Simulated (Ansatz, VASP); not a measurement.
Sb in VASP and in Ansatz

```
Sb
1.0
     3.04341    0.00000    0.00790
     0.00000    4.29716    0.00000
    -0.02679    0.00000    4.29773
Sb
2
Direct
  0.00021 0.75000 0.74999
  0.99979 0.25000 0.25001
```

Alike in both runs: functional LDA; k mesh 14 × 10 × 10; occupations gaussian, width 0.1 eV; no spin polarisation.

Ansatz relaxed the structure, and its values are those at the end. VASP's run is a single point on that final structure, the one shown.

|  | VASP | Ansatz |
| --- | --- | --- |
| version | VASP 6.6.1 | Ansatz 0.2.0 |
| potentials or method | VASP PAW LDA potentials, release 64 (Sb) | scalar-relativistic, plane waves, PAW |
| plane-wave cutoff (eV) | 520 | 420 |
| valence electrons in the cell | 10 | 30 |

|  | VASP | Ansatz | Ansatz less VASP |
| --- | --- | --- | --- |
| gap on the k mesh at the Fermi level (eV) | none | none | - |
| pressure (GPa) | 0.2 | 0.0 | -0.24 |

A gap of «none» marks a metal or a gap that the smearing closes. The two sets of potentials don't hold the same shells in valence.

The runs have no spin-orbit coupling, so splittings on Sb are missing.
